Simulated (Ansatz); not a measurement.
## Ge: equation of state with PBEsol

Crystal: Ge.

```xyz
2
Lattice="1.4881 -2.5947 0.0000 1.4881 2.5947 0.0000 0.0000 0.0000 4.7276" Properties=species:S:1:pos:R:3 pbc="T T T"
Ge    1.4881    0.8643    1.1819
Ge    1.4881   -0.8643    3.5457
```

This isn't the form of Ge at room conditions, which is diamond.

```
Program             : Ansatz 0.2.0
Task                : equation of state
Functional          : PBEsol
Potentials or basis : JTH PAW
Cutoff              : 1080 eV
Density cutoff      : 4320 eV
k mesh              : 10 × 10 × 6
Occupations         : fermi-dirac, width 0.05 eV
Spin                : no spin polarisation
```

```json
{"Equilibrium volume": "18.45 Å³/atom", "Bulk modulus at fixed shape and positions": "77 GPa", "Pressure derivative of the bulk modulus": "4.2"}
```

Energy against volume, from the lowest point:
| volume (Å³/atom) | energy (meV/atom) |
| --- | --- |
| 17.158 | 24.04 |
| 17.523 | 11.72 |
| 17.888 | 3.89 |
| 18.253 | 0.12 |
| 18.618 | 0.00 |
| 18.984 | 3.17 |
| 19.349 | 9.31 |

All runs of the series together: 38 s on 2 threads of Intel(R) Xeon(R) 6975P-C (Granite Rapids) (shared host).

Caveat: the cell was scaled at fixed shape and fractional positions, which overstates the stiffness of a crystal with free parameters, most of all of layers and chains.
